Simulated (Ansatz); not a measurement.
# Ti3Al5: the cost of one run

Program: Ansatz 0.2.0. Level of theory: DFT PBEsol, scalar-relativistic, plane waves, PAW. These are calculated values, not measurements.

2 further runs of the same task are left out: 2 set aside as unsound or not needed. Runs told in other sessions of the task aren't counted.

## (1) The system as given

It takes space group P4/mmm (No. 123, tetragonal). Conventional cell: a = 3.883 Å, b = 3.883 Å, c = 8.297 Å, α = 90.00°, β = 90.00°, γ = 90.00°. Ti (site symmetry 4/mmm) is surrounded by 4 Ti at 2.75 Å and 8 Al at 2.83 Å. Around Ti (site symmetry 4/mmm) lie 12 Al at 2.75 to 2.86 Å. Al (site symmetry 2mm) is surrounded by 6 Al at 2.75 to 2.86 Å and 6 Ti at 2.83 to 2.86 Å. Al (site symmetry 4/mmm) is surrounded by 4 Ti at 2.75 Å and 8 Al at 2.86 Å.

Structure file:

```xyz
16
Lattice="-3.8833 0.0000 0.0000 0.0000 -3.8833 0.0000 0.0000 0.0000 16.5938" Properties=species:S:1:pos:R:3 pbc="T T T"
Ti   -3.8833   -3.8833    4.1484
Ti   -3.8833   -3.8833   12.4453
Ti   -1.9416   -1.9416    8.2969
Ti   -1.9416   -1.9416    0.0000
Ti   -1.9416   -1.9416    4.1484
Ti   -1.9416   -1.9416   12.4453
Al    0.0000   -1.9416    2.0937
Al    0.0000   -1.9416   10.3906
Al    0.0000   -1.9416    6.2032
Al    0.0000   -1.9416   14.5000
Al   -1.9416    0.0000    2.0937
Al   -1.9416    0.0000   10.3906
Al   -1.9416    0.0000    6.2032
Al   -1.9416    0.0000   14.5000
Al    0.0000    0.0000    8.2969
Al    0.0000    0.0000    0.0000
```

It goes back to an entry of the Materials Project, which need not be the stable form.

It is built from the cell relaxed beforehand with the same method (15.64 Å³/atom).

## (2) Zero of the scan

The input, input.yaml:

```yaml
crystal:
  lattice:
    - [-3.88329512, 0.0, 0.0]
    - [0.0, -3.88329512, 0.0]
    - [0.0, 0.0, 16.5937699112]
  atoms:
    - { symbol: Ti, position: [1.0, 1.0, 0.25] }
    - { symbol: Ti, position: [1.0, 1.0, 0.75] }
    - { symbol: Ti, position: [0.5, 0.5, 0.5] }
    - { symbol: Ti, position: [0.5, 0.5, 0.0] }
    - { symbol: Ti, position: [0.5, 0.5, 0.25] }
    - { symbol: Ti, position: [0.5, 0.5, 0.75] }
    - { symbol: Al, position: [0.0, 0.5, 0.1261758084] }
    - { symbol: Al, position: [0.0, 0.5, 0.6261758084] }
    - { symbol: Al, position: [0.0, 0.5, 0.3738241916] }
    - { symbol: Al, position: [0.0, 0.5, 0.8738241916] }
    - { symbol: Al, position: [0.5, 0.0, 0.1261758084] }
    - { symbol: Al, position: [0.5, 0.0, 0.6261758084] }
    - { symbol: Al, position: [0.5, 0.0, 0.3738241916] }
    - { symbol: Al, position: [0.5, 0.0, 0.8738241916] }
    - { symbol: Al, position: [0.0, 0.0, 0.5] }
    - { symbol: Al, position: [0.0, 0.0, 0.0] }
basis:
  ecutwfc: 420
kpoints:
  mp_grid: { grid: [10, 10, 3] }
hamiltonian:
  xc: pbesol
scf:
  occupations: { method: gaussian, width: 0.15 }
output:
  forces: true
  stress: true
  eigenvalues: true
```

Command:

```
ansatz run input.yaml --threads 2 --pin off --max-ram 5120MiB --backend cpu --events-out ev --progress --plain --runs-dir out
```

What time and memory should one allow on 2 threads of Arm Neoverse V2, shared host?

About 14 s, with a peak of 0.85 GiB.
